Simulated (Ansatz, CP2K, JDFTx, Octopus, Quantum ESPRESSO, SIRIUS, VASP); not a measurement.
## GaN: programs and potentials compared

```
CELL_PARAMETERS angstrom
3.18000 0.00000 0.00000
-1.59000 2.75396 0.00000
0.00000 0.00000 5.16600
ATOMIC_POSITIONS crystal
Ga 0.66667 0.33333 0.50000
Ga 0.33333 0.66667 0.00000
N 0.66667 0.33333 0.87500
N 0.33333 0.66667 0.37500
```

Alike in all runs: task single point; functional PBEsol; k mesh 10 × 10 × 5; occupations fermi-dirac, width 0.05 eV; no spin polarisation; no spin-orbit coupling. Pressure is positive in compression and, in plane waves, holds the error of the finite cutoff.

| program and potentials | plane-wave cutoff (eV) | notes | pressure (GPa) | largest force (eV/Å) |
| --- | --- | --- | --- | --- |
| JDFTx, PseudoDojo-SR-PBEsol-0.4.1-standard with smoothed tails | 1143 | 9 valence electrons an atom on average | 1.23 | 0.133 |
| Quantum ESPRESSO, GBRV 1.5 PBEsol | 762 | 12 valence electrons an atom on average | 1.50 | 0.133 |
| Octopus, pseudodojo_pbesol (PseudoDojo 0.4, PBEsol) | - | 9 valence electrons an atom on average | - | 0.132 |
| CP2K, POTENTIAL_UZH Ga GTH-PBE-q13, N GTH-PBE-q5; TZVP-MOLOPT-PBE-GTH basis | - | atomic basis; potentials made for PBE; 9 valence electrons an atom on average | 4.07 | 0.128 |
| Ansatz, all-electron LAPW, scalar-relativistic | - | - | 1.02 | 0.133 |
| SIRIUS, PseudoDojo 0.4.1 PBEsol standard (scalar relativistic) | 1152 | 9 valence electrons an atom on average | 1.23 | 0.133 |
| VASP, PBE PAW files Ga_d, N, 520 eV | 520 | potentials made for PBE; 9 valence electrons an atom on average | 0.82 | 0.131 |

Force on atom 1 (Ga), eV/Å:

| program and potentials | x | y | z |
| --- | --- | --- | --- |
| JDFTx, PseudoDojo-SR-PBEsol-0.4.1-standard with smoothed tails | 0.000 | 0.000 | -0.133 |
| Quantum ESPRESSO, GBRV 1.5 PBEsol | 0.000 | 0.000 | -0.133 |
| Octopus, pseudodojo_pbesol (PseudoDojo 0.4, PBEsol) | 0.000 | 0.000 | -0.132 |
| CP2K, POTENTIAL_UZH Ga GTH-PBE-q13, N GTH-PBE-q5; TZVP-MOLOPT-PBE-GTH basis | 0.000 | 0.000 | -0.110 |
| Ansatz, all-electron LAPW, scalar-relativistic | 0.000 | 0.000 | -0.133 |
| SIRIUS, PseudoDojo 0.4.1 PBEsol standard (scalar relativistic) | 0.000 | 0.000 | -0.133 |
| VASP, PBE PAW files Ga_d, N, 520 eV | 0.000 | 0.000 | -0.131 |

The pressure spans 0.82 (VASP, PBE PAW files Ga_d, N, 520 eV) to 4.07 GPa (CP2K, POTENTIAL_UZH Ga GTH-PBE-q13, N GTH-PBE-q5; TZVP-MOLOPT-PBE-GTH basis), with all-electron results at 1.02. Rows in atomic bases carry the error of their basis and grid, which can be large.

The functional is the same throughout but for its coding, so the spread measures potentials, basis and numerics; runs on potential files found faulty are left out.
